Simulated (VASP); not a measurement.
# Al2Zn3O (P6/mmm) in VASP: relaxation of cell and atoms with PBE

Aim: the relaxation of cell and atoms of Al2Zn3O with PBE.

All numbers are computed with VASP 6.6.1; they aren't measurements. Logs are shortened: lines on timing, memory, paths and dates and some standing lists are left out, and cuts for length are marked.

## (1) The cell of the first run

It takes space group P6/mmm (No. 191, hexagonal). The conventional cell has a = 5.044 Å, b = 5.044 Å, c = 3.914 Å, α = 90.00°, β = 90.00°, γ = 120.00°. Al (site symmetry -6m2) has 6 Zn at 2.44 Å as nearest neighbours. Zn (site symmetry mmm) has 4 Al at 2.44 Å and 4 Zn at 2.52 Å as nearest neighbours. Around O (site symmetry 6/mmm) lie 6 Al at 2.91 Å and 12 Zn at 3.19 Å.

The cell was built by a generator and needn't be a form met in nature.

## (2) Relaxation of cell and atoms, PBE (species swapped into the SmAl3Pd2 type (P6/mmm, No. 191))

Contents of INCAR:

```
SYSTEM = Al2Zn3O
ALGO = Fast
EDIFF = 1E-6
EDIFFG = -0.04
ENCUT = 600
GGA = PE
IBRION = 2
ISIF = 3
ISMEAR = 0
LASPH = .True.
LCHARG = .False.
LREAL = .False.
LWAVE = .False.
NELM = 100
NSW = 90
PREC = Accurate
SIGMA = 0.1
```

Contents of KPOINTS:

```
k-points
0
Gamma
  6 6 4
  0 0 0
```

Contents of POSCAR:

```
Al2Zn3O
1.0
    5.0444689700      0.0000000000      0.0000000000
   -2.5222344800      4.3686382800      0.0000000000
    0.0000000000      0.0000000000      3.9137110100
Al Zn O
2 3 1
Direct
    0.3333333300      0.6666666700      0.0000000000
    0.6666666700      0.3333333300      0.0000000000
    0.5000000000      0.0000000000      0.5000000000
    0.5000000000      0.5000000000      0.5000000000
    0.0000000000      0.5000000000      0.5000000000
    0.0000000000      0.0000000000      0.0000000000
```

Potentials or basis: VASP PAW PBE potentials, release 64 (Al, Zn, O).

On the command line:

```console
$ cat potpaw_PBE.64/Al/POTCAR potpaw_PBE.64/Zn/POTCAR potpaw_PBE.64/O/POTCAR > POTCAR
$ mpirun -np 1 vasp_std > vasp.out
```

OUTCAR:

```text
SYSTEM = Al2Zn3O
   EDIFF = 1E-6
   EDIFFG = -0.04
   ENCUT = 600
   GGA = PE
   IBRION = 2
   ISIF = 3
   ISMEAR = 0
   LASPH = .True.
   LREAL = .False.
   NELM = 100
   NSW = 90
   PREC = Accurate

 ion  position               nearest neighbor table
   1  0.333  0.667  0.000-   5 2.44   5 2.44   3 2.44   3 2.44   4 2.44   4 2.44   2 2.91   2 2.91
                             2 2.91
   2  0.667  0.333  0.000-   5 2.44   5 2.44   3 2.44   3 2.44   4 2.44   4 2.44   1 2.91   1 2.91
                             1 2.91
   3  0.500  0.000  0.500-   1 2.44   2 2.44   1 2.44   2 2.44   4 2.52   4 2.52   5 2.52   5 2.52

   4  0.500  0.500  0.500-   1 2.44   2 2.44   1 2.44   2 2.44   5 2.52   5 2.52   3 2.52   3 2.52

   5  0.000  0.500  0.500-   1 2.44   2 2.44   1 2.44   2 2.44   4 2.52   4 2.52   3 2.52   3 2.52

   6  0.000  0.000  0.000-

  LATTYP: Found a hexagonal cell.
 ALAT       =     5.0444689700
 C/A-ratio  =     0.7758420229

  Lattice vectors:

 A1 = (   5.0444689700,   0.0000000000,   0.0000000000)
 A2 = (  -2.5222344800,   4.3686382800,   0.0000000000)
 A3 = (   0.0000000000,   0.0000000000,   3.9137110100)

Analysis of symmetry for initial positions (statically):
=====================================================================
 Subroutine PRICEL returns:
 Original cell was already a primitive cell.

 Routine SETGRP: Setting up the symmetry group for a
 hexagonal supercell.

 Subroutine GETGRP returns: Found 24 space group operations
 (whereof 24 operations were pure point group operations)
 out of a pool of 24 trial point group operations.

The static configuration has the point symmetry D_6h.

Analysis of symmetry for dynamics (positions and initial velocities):
=====================================================================
 Subroutine PRICEL returns:
 Original cell was already a primitive cell.

 Routine SETGRP: Setting up the symmetry group for a
 hexagonal supercell.

 Subroutine GETGRP returns: Found 24 space group operations
 (whereof 24 operations were pure point group operations)
 out of a pool of 24 trial point group operations.

The dynamic configuration has the point symmetry D_6h.

 Subroutine INISYM returns: Found 24 space group operations
 (whereof 24 operations are pure point group operations),
 and found     1 'primitive' translations

----------------------------------------------------------------------------------------

                                     Primitive cell

  volume of cell :      86.2483

  direct lattice vectors                    reciprocal lattice vectors
     5.044468970  0.000000000  0.000000000     0.198236922  0.114452140  0.000000000
    -2.522234480  4.368638280  0.000000000     0.000000000  0.228904280  0.000000000
     0.000000000  0.000000000  3.913711010     0.000000000  0.000000000  0.255511967

  length of vectors
     5.044468970  5.044468970  3.913711010     0.228904280  0.228904280  0.255511967

  position of ions in fractional coordinates (direct lattice)
     0.333333330  0.666666670  0.000000000
     0.666666670  0.333333330  0.000000000
     0.500000000  0.000000000  0.500000000
     0.500000000  0.500000000  0.500000000
     1.000000000  0.500000000  0.500000000
     0.000000000  0.000000000  0.000000000

  ion indices of the primitive-cell ions
   primitive index   ion index
                 1           1
                 2           2
                 3           3
                 4           4
                 5           5
                 6           6

----------------------------------------------------------------------------------------

 KPOINTS: k-points

Automatic generation of k-mesh.
 Grid dimensions read from file:
 generate k-points for:    6    6    4

 Generating k-lattice:

  Cartesian coordinates                     Fractional coordinates (reciprocal lattice)
     0.033039487  0.019075357  0.000000000     0.166666667  0.000000000  0.000000000
     0.000000000  0.038150713  0.000000000     0.000000000  0.166666667  0.000000000
     0.000000000  0.000000000  0.063877992     0.000000000  0.000000000  0.250000000

  Length of vectors
     0.038150713  0.038150713  0.063877992

  Shift w.r.t. Gamma in fractional coordinates (k-lattice)
     0.000000000  0.000000000  0.000000000

 Subroutine IBZKPT returns following result:
 ===========================================

 Found     21 irreducible k-points:

 Following reciprocal coordinates:
            Coordinates               Weight
  0.000000  0.000000  0.000000      1.000000
  0.166667  0.000000  0.000000      6.000000
  0.333333  0.000000  0.000000      6.000000
  0.500000  0.000000  0.000000      3.000000
  0.166667  0.166667  0.000000      6.000000
  0.333333  0.166667  0.000000     12.000000
[... 13 lines left out ...]
  0.333333  0.166667  0.500000     12.000000
  0.333333  0.333333  0.500000      2.000000
   k-points           NKPTS =     21   k-points in BZ     NKDIM =     21   number of bands    NBANDS=     28
   number of dos      NEDOS =    301   number of ions     NIONS =      6
   total plane-waves  NPLWV =  51200
   dimension x,y,z NGX =    40 NGY =   40 NGZ =   32
   dimension x,y,z NGXF=    80 NGYF=   80 NGZF=   64
   ions per type =               2   3   1
   NGX,Y,Z   is equivalent  to a cutoff of  13.18, 13.18, 13.59 a.u.
   NGXF,Y,Z  is equivalent  to a cutoff of  26.36, 26.36, 27.19 a.u.
 SYSTEM =  Al2Zn3O
   PREC   = accura    normal or accurate (medium, high low for compatibility)
   ISTART =      0    job   : 0-new  1-cont  2-samecut
   ICHARG =      2    charge: 1-file 2-atom 10-const
   ISPIN  =      1    spin polarized calculation?
   LNONCOLLINEAR =      F non collinear calculations
   LSORBIT =      F    spin-orbit coupling
   LASPH  =      T    aspherical Exc in radial PAW
   ENCUT  =  600.0 eV  44.10 Ry    6.64 a.u.  10.08 10.08  7.82*2*pi/ulx,y,z
   NELM   =    100;   NELMIN=  2; NELMDL= -5     # of ELM steps
   EDIFF  = 0.1E-05   stopping-criterion for ELM
   LREAL  =      F    real-space projection
   EDIFFG = -.4E-01   stopping-criterion for IOM
   NSW    =     90    number of steps for IOM
   IBRION =      2    ionic relax: 0-MD 1-quasi-New 2-CG
   NFREE  =      1    steps in history (QN), initial steepest desc. (CG)
   ISIF   =      3    stress and relaxation
   ISYM   =      2    0-nonsym 1-usesym 2-fastsym
   POTIM  = 0.5000    time-step for ionic-motion
   TEBEG  =    0.0;   TEEND  =   0.0 temperature during run
   PSTRESS=    0.0 pullay stress
   NELECT =      48.0000    total number of electrons
   NUPDOWN=      -1.0000    fix difference up-down
   EMIN   =  10.00;   EMAX   =-10.00  energy-range for DOS
   EFERMI =   0.00;   METHOD = LEGACY
   ISMEAR =     0;   SIGMA  =   0.10  broadening in eV -4-tet -1-fermi 0-gaus
   EFERMI_NEDOS =   21; number of points for ismear=-14 and -15
   IALGO  =     68    algorithm
   IMIX   =      4    mixing-type and parameters
     AMIX     =   0.40;   BMIX     =  1.00
     AMIX_MAG =   1.60;   BMIX_MAG =  1.00
  volume/ion in A,a.u.               =      14.37        97.01
  Fermi-wavevector in a.u.,A,eV,Ry     =   1.346600  2.544704 24.671859  1.813330
  Thomas-Fermi vector in A             =   2.474418
   LORBIT       =      0    0 simple, 1 ext, 2 COOP (PROOUT), +10 PAW based schemes
   GGA     = PE    functional components
   LHFCALC =     F    Hartree Fock is set to
   AEXX    =    0.0000 exact exchange contribution
   IVDW    =     0    specifies the selected vdW correction
   LEPSILON=     F    determine dielectric tensor
   LRPA    =     F    only Hartree local field effects (RPA)
 conjugate gradient relaxation of ions
 non-spin polarized calculation
 RMM-DIIS sequential band-by-band and
 Gauss-broadening in eV      SIGMA  =   0.10
  energy-cutoff  :      600.00
  volume of cell :       86.25
 maximum number of plane-waves:      2904
   NGX = 21   NGY = 21   NGZ = 15

--------------------------------------- Ionic step        1  -------------------------------------------

 number of electron      48.0000018 magnetization

 Free energy of the ion-electron system (eV)
  ---------------------------------------------------
  ext. energy  EPLUGINS =         0.00000000
  ---------------------------------------------------
  free energy    TOTEN  =       -13.34594192 eV

  energy without entropy =      -13.33907775  energy(sigma->0) =      -13.34250983

 E-fermi :   4.2833     XC(G=0): -10.8486

 val. band max:        4.2382174958   @ k =   0.3333   0.1667   0.5000
 cond. band min:       4.3290671121   @ k =   0.3333   0.0000   0.5000
 fundamental gap:      0.0908496164
 Fermi energy:         4.2833192303

 k-point     1 :       0.0000    0.0000    0.0000
  band No.  band energies     occupation
      1     -11.6298      2.00000
      2      -6.4266      2.00000
      3      -4.5976      2.00000
      4      -4.4793      2.00000
      5      -4.3228      2.00000
      6      -4.3228      2.00000
[... 20 lines left out ...]
     27       6.3132      0.00000
[... 841 lines left out ...]
 POSITION                                       TOTAL-FORCE (eV/Angst)
 -----------------------------------------------------------------------------------
     -0.00000      2.85822      4.51397         0.000000      0.000000     -0.000000
      2.47529      1.42911      0.00000        -0.000000     -0.000000      0.000000
      2.47529     -0.00000      2.25698         0.000000      0.000000      0.000000
      1.23764      2.14366      2.25698         0.000000      0.000000      0.000000
      3.71293      2.14366      2.25698         0.000000      0.000000      0.000000
      4.95058     -0.00000     -0.00000         0.000000     -0.000000      0.000000
 -----------------------------------------------------------------------------------
    total drift:                                0.000000     -0.000000     -0.000000

  FREE ENERGIE OF THE ION-ELECTRON SYSTEM (eV)
  ---------------------------------------------------
  free  energy   TOTEN  =       -14.3878812598 eV

  energy  without entropy=      -14.3796754879  energy(sigma->0) =      -14.38377837

--------------------------------------- Ionic step        7  -------------------------------------------

 number of electron      48.0000023 magnetization

 Free energy of the ion-electron system (eV)
  ---------------------------------------------------
  ext. energy  EPLUGINS =         0.00000000
  ---------------------------------------------------
  free energy    TOTEN  =       -14.39240383 eV

  energy without entropy =      -14.38333601  energy(sigma->0) =      -14.38786992

 E-fermi :   3.6145     XC(G=0): -10.3525

 val. band max:        3.6000067646   @ k =   0.3333   0.3333   0.5000
 cond. band min:       3.6625588964   @ k =   0.1667   0.1667   0.0000
 fundamental gap:      0.0625521318
 Fermi energy:         3.6144825907

 k-point     1 :       0.0000    0.0000    0.0000
  band No.  band energies     occupation
      1     -12.4223      2.00000
      2      -6.3640      2.00000
      3      -4.8796      2.00000
      4      -4.8265      2.00000
      5      -4.8106      2.00000
      6      -4.8106      2.00000
[... 20 lines left out ...]
     27       5.5313      0.00000
[... 641 lines left out ...]
 POSITION                                       TOTAL-FORCE (eV/Angst)
 -----------------------------------------------------------------------------------
     -0.00000      2.85852      0.00000         0.000000     -0.000000     -0.000000
      2.47555      1.42926      0.00000        -0.000000      0.000000      0.000000
      2.47555     -0.00000      2.28071        -0.000000     -0.000000     -0.000000
      1.23777      2.14389      2.28071         0.000000      0.000000     -0.000000
     -1.23777      2.14389      2.28071        -0.000000     -0.000000     -0.000000
     -0.00000      0.00000      0.00000        -0.000000     -0.000000     -0.000000
 -----------------------------------------------------------------------------------
    total drift:                               -0.000000      0.000000     -0.000000

  FREE ENERGIE OF THE ION-ELECTRON SYSTEM (eV)
  ---------------------------------------------------
  free  energy   TOTEN  =       -14.3924038290 eV

  energy  without entropy=      -14.3833360087  energy(sigma->0) =      -14.38786992

 reached required accuracy - stopping structural energy minimisation
```

Wall time 4.2 min (1 thread of Intel Xeon Platinum 8488C (Sapphire Rapids), shared host); peak memory 0.25 GiB.

Results:

```
Free energy                            : -14.3924 eV
Relaxed volume                         : 16.14 Å³/atom
Relaxed cell                           : a = 4.951 Å, b = 4.951 Å, c = 4.561 Å, α = 90.00°, β = 90.00°, γ = 120.00°
Space group after relaxing (to 0.05 Å) : P6/mmm (No. 191)
Energy gained by relaxing              : 174.4 meV/atom
Ionic steps                            : 7
Pressure after relaxing                : 0.2 GPa
Band gap on the k mesh                 : none (metal or under the smearing width)
```

The path:
| step | energy change (eV) | largest force (eV/Å) | pressure (GPa) | volume (Å³) |
| --- | --- | --- | --- | --- |
| 1 | 0.0000 | 0.0000 | 14.35 | 86.25 |
| 2 | -0.8845 | 0.0000 | -3.40 | 102.98 |
| 3 | -0.8940 | 0.0000 | -2.47 | 100.95 |
| 4 | -1.0020 | 0.0000 | -0.90 | 98.40 |
| 5 | -1.0405 | 0.0000 | 0.45 | 96.34 |
| 6 | -1.0419 | 0.0000 | 0.87 | 95.81 |
| 7 | -1.0465 | 0.0000 | 0.17 | 96.84 |

Final structure:
```
Al Zn O
1.0
     4.95110    0.00000    0.00000
    -2.47555    4.28778    0.00000
     0.00000    0.00000    4.56141
Al Zn O
2 3 1
Cartesian
  0.0000 2.8585 0.0000
  2.4755 1.4293 0.0000
  2.4755 0.0000 2.2807
  1.2378 2.1439 2.2807
  -1.2378 2.1439 2.2807
  0.0000 0.0000 0.0000
```

Levels at points of the mesh, in eV from the Fermi level:
```tsv
k point	band 20	band 21	band 22	band 23	band 24	band 25	band 26	band 27	band 28
(0.00, 0.00, 0.00)	-2.62	-2.62	-1.54	-1.54	-1.16	-0.42	1.92	1.92	4.26
(0.50, 0.00, 0.00)	-1.91	-1.57	-1.46	-0.98	-0.25	0.63	0.75	1.00	3.73
(0.00, 0.00, 0.50)	-2.17	-2.17	-0.99	-0.94	-0.94	0.46	0.83	0.83	1.31
(0.50, 0.00, 0.50)	-4.20	-3.09	-1.97	-0.97	-0.54	0.66	1.04	2.84	6.69
```

Caveat: the k mesh is coarse (spacing up to 0.40 Å⁻¹), so the values aren't converged.
